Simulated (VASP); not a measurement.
These are PBE GGA, VASP's PBE PAW potentials (set 64) (plane waves; VASP 6.6.1) values and carry that method's errors.

A VASP calculation is set up with these files.

**POSCAR**
```
InN
1
    0.0000000000     2.4900000000     2.4900000000
    2.4900000000     0.0000000000     2.4900000000
    2.4900000000     2.4900000000     0.0000000000
In N
1 1
Direct
  0.0000000000   0.0000000000   0.0000000000
  0.2500000000   0.2500000000   0.2500000000
```

### INCAR
```
SYSTEM = InN
PREC = Accurate; ENCUT = 520; LREAL = .False.
LASPH = .True.
EDIFF = 1E-6; NELM = 100; ALGO = Normal
LMAXMIX = 4
ISMEAR = 1; SIGMA = 0.05
GGA = PE
ISIF = 2
LWAVE = .False.; LCHARG = .False.
```

**KPOINTS**
```
kpoints
0
G
  8 8 8
```

POTCAR, in this order: In_d N (PBE.64 set). Program: vasp_std.

The run wrote:

File OSZICAR:
```
       N       E                     dE             d eps       ncg     rms          rms(c)
DAV:   1     0.134116720452E+03    0.13412E+03   -0.94823E+03   754   0.186E+03
DAV:   2    -0.630101011098E+00   -0.13475E+03   -0.12836E+03   829   0.389E+02
DAV:   3    -0.126055307778E+02   -0.11975E+02   -0.11822E+02   924   0.114E+02
DAV:   4    -0.129475964996E+02   -0.34207E+00   -0.34121E+00   850   0.206E+01
DAV:   5    -0.129603483004E+02   -0.12752E-01   -0.12751E-01   999   0.384E+00    0.102E+01
DAV:   6    -0.106955912904E+02    0.22648E+01   -0.82087E+00  1141   0.518E+01    0.564E+00
DAV:   7    -0.106769899688E+02    0.18601E-01   -0.57646E-01   785   0.958E+00    0.220E+00
DAV:   8    -0.106637070714E+02    0.13283E-01   -0.84732E-02   914   0.306E+00    0.617E-01
DAV:   9    -0.106602697469E+02    0.34373E-02   -0.84511E-03  1171   0.184E+00    0.201E-01
DAV:  10    -0.106606948972E+02   -0.42515E-03   -0.14578E-03   789   0.362E-01    0.804E-02
DAV:  11    -0.106607320957E+02   -0.37198E-04   -0.56095E-05   944   0.844E-02    0.211E-02
DAV:  12    -0.106607314151E+02    0.68054E-06   -0.26265E-05   889   0.477E-02    0.111E-02
DAV:  13    -0.106607309524E+02    0.46269E-06   -0.28985E-06   832   0.343E-02
   1 F= -.10660731E+02 E0= -.10660707E+02  d E =-.716157E-04
```

File OUTCAR:
```
------------------------ aborting loop because EDIFF is reached ----------------------------------------
  FORCE on cell =-STRESS in cart. coord.  units (eV):
  Direction    XX          YY          ZZ          XY          YZ          ZX
  --------------------------------------------------------------------------------------
  Total        1.1054605      1.1054605      1.1054605      0.0000000      0.0000000      0.0000000
  in kB       57.3621991     57.3621991     57.3621991      0.0000000      0.0000000      0.0000000
  external PRESSURE =      57.3621991 kB  Pullay stress =       0.0000000 kB
  volume of cell :       30.88
      direct lattice vectors                 reciprocal lattice vectors
     0.000000000  2.490000000  2.490000000    -0.200803213  0.200803213  0.200803213
     2.490000000  0.000000000  2.490000000     0.200803213 -0.200803213  0.200803213
     2.490000000  2.490000000  0.000000000     0.200803213  0.200803213 -0.200803213
 POSITION                                       TOTAL-FORCE (eV/Angst)
 -----------------------------------------------------------------------------------
      0.00000      0.00000      0.00000         0.000000      0.000000      0.000000
      1.24500      1.24500      1.24500        -0.000000     -0.000000     -0.000000
 -----------------------------------------------------------------------------------
    total drift:                               -0.000000     -0.000000     -0.000000
  FREE ENERGIE OF THE ION-ELECTRON SYSTEM (eV)
  ---------------------------------------------------
  free  energy   TOTEN  =       -10.6607309524 eV

  energy  without entropy=      -10.6606593368  energy(sigma->0) =      -10.66070708
```
(Selected blocks of OUTCAR.)

### OUTCAR
```
 val. band max:        6.5814274187   @ k =   0.0000   0.0000   0.0000

 cond. band min:       7.6811613166   @ k =   0.1250   0.0000   0.0000


 Fermi energy:         6.5914484890

 k-point     1 :       0.0000    0.0000    0.0000
  band No.  band energies     occupation
      1      -8.0428      2.00000
      2      -6.8339      2.00000
      3      -6.8339      2.00000
      4      -6.8339      2.00000
      5      -6.4526      2.00000
      6      -6.4526      2.00000
      7       6.1929      2.00000
      8       6.5814      1.33180
      9       6.5814      1.33180
     10       6.5814      1.33178
     11      16.0520      0.00000
     12      16.0520      0.00000
     13      16.0520      0.00000

 k-point     2 :       0.1250    0.0000    0.0000
  band No.  band energies     occupation
      1      -8.0576      2.00000
      2      -6.8073      2.00000
      3      -6.8073      2.00000
      4      -6.6362      2.00000
      5      -6.4541      2.00000
      6      -6.4541      2.00000
      7       4.8669      2.00000
      8       6.4454      2.00029
      9       6.4454      2.00029
     10       7.6812      0.00000
     11      15.1250      0.00000
     12      16.2170      0.00000
     13      16.2170      0.00000

 k-point     3 :       0.2500    0.0000    0.0000
  band No.  band energies     occupation
      1      -8.1219      2.00000
      2      -6.7568      2.00000
      3      -6.7568      2.00000
      4      -6.4420      2.00000
      5      -6.4420      2.00000
      6      -6.0414      2.00000
      7       3.1311      2.00000
      8       6.1341      2.00000
      9       6.1341      2.00000
     10       8.7665      0.00000
     11      13.8597      0.00000
     12      16.3605      0.00000
     13      16.3605      0.00000

 k-point     4 :       0.3750    0.0000    0.0000
  band No.  band energies     occupation
      1      -8.2048      2.00000
      2      -6.7319      2.00000
      3      -6.7319      2.00000
...
```

Unless said otherwise, spin-orbit coupling is left out, though it shifts the bands of the heavy elements here.

The compound is InN in the zinc blende structure, a metastable form; wurtzite is the usual one. The cell was not relaxed at this level. The run is one of a series of settings (ISMEAR = 1 against the base run), some of them coarse on purpose.
